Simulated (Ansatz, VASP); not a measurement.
**One calculation of Cu, two programs**

The input INCAR:

```
SYSTEM = Cu
PREC = Accurate ; ENCUT = 600
EDIFF = 1E-7 ; ISMEAR = 0
SIGMA = 0.1 ; LREAL = .FALSE.
LASPH = .TRUE. ; NELM = 80
ALGO = Normal ; ISIF = 3
LWAVE = .FALSE. ; LCHARG = .FALSE.
GGA = PE ; IBRION = 2
NSW = 100 ; EDIFFG = -0.002
```

File KPOINTS:

```
Automatic mesh
0
G
  16 16 16
  0 0 0
```

POSCAR

```
Cu
1.0
    0.0000000000      1.8250000000      1.8250000000
    1.8250000000      0.0000000000      1.8250000000
    1.8250000000      1.8250000000      0.0000000000
Cu
1
Direct
    0.0000000000      0.0000000000      0.0000000000
```

Input for Ansatz:

```yaml
crystal:
  lattice:
    - [0.0, 1.825, 1.825]
    - [1.825, 0.0, 1.825]
    - [1.825, 1.825, 0.0]
  atoms:
    - { symbol: Cu, position: [0.0, 0.0, 0.0] }
basis:
  ecutwfc: 420
kpoints:
  mp_grid: { grid: [16, 16, 16] }
hamiltonian:
  xc: pbe
  pseudopotentials: { kind: paw, azcp: { folder: soft_1 } }
scf:
  occupations: { method: gaussian, width: 0.1 }
output:
  forces: true
  stress: true
  eigenvalues: true
  write_density: true
  write_potential: true
  elf: true
  volumetric_format: npy
relax:
  adjacent_minimum: "off"
  f_tol: 0.002
  max_steps: 80
  cell: { stress_tol: 0.02 }
```

Alike in both runs: task relaxation of cell and atoms; functional PBE; k mesh 16 × 16 × 16; occupations gaussian, width 0.1 eV; no spin polarisation.

|  | VASP | Ansatz |
| --- | --- | --- |
| version | VASP 6.6.1 | Ansatz 0.2.0 |
| potentials or method | VASP PAW PBE potentials, release 64 (Cu) | scalar-relativistic, plane waves, PAW |
| plane-wave cutoff (eV) | 600 | 420 |
| valence electrons in the cell | 11 | 19 |

```tsv
	VASP	Ansatz	Ansatz less VASP
gap on the k mesh at the Fermi level, each at its own relaxed structure (eV)	none	none	-
relaxed volume (Å³/atom)	12.01	11.95	-0.058
relaxed cell length with the largest relative difference (Å)	2.571	2.566	-0.0041
energy change over the relaxation (meV/atom)	-1	-1	-0.7
```

A gap of «none» marks a metal or a gap that the smearing closes. The two sets of potentials don't hold the same shells in valence.
